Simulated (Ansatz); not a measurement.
Rb: a fit and a missing row

Rb, Im-3m, a = 5.548 Å. Ansatz: PBEsol, PAW, 420 eV, Γ-centred 10×10×10 mesh on 1 atom, Gaussian smearing 0.10 eV; no spin polarisation. Shape and atoms are relaxed at each volume; pressure is positive in compression.

```tsv
V (Å³/atom)	P (GPa)
77.478	0.40
80.120	0.26
82.761	0.14
85.402	0.04
88.043	-0.05
90.685	-0.13
93.326	-0.19
96.848	?
```

Task: Take V0 = 85.402 Å³/atom, count pressures from its P0 = 0.04 GPa, fit the third-order Birch–Murnaghan form to the other rows, and predict the missing pressure.

Result: With the Eulerian strain f = ½[(V0/V)^(2/3) − 1] and y = (P − P0)/[3f(1 + 2f)^(5/2)], the form is the line y = B0 + 1.5 B0 (B0′ − 4) f. Rows (f, y): 0.03354, 3.04; 0.02174, 3.03; 0.01058, 2.99; -0.01005, 3.14; -0.01961, 3.19; -0.02872, 3.09. Means f = 0.001247, y = 3.0800; Σ(Δf)² = 0.003011, ΣΔfΔy = -0.006428; the slope is their ratio. y = 3.083 − 2.135 f GPa, so B0 = 3.1 GPa and B0′ = 4 + 2 × (-2.135)/(3 × 3.083) = 3.54. At V = 96.848, f = -0.04021, y = 3.169 and P = -0.27 GPa. The run gave -0.27 GPa, the same to the digits shown. The form still works here, 22 % of the fitted range beyond its end. For so soft a crystal pressures to 0.01 GPa are coarse: rounding alone can shift a y by 0.17 GPa, so B0′ is rough.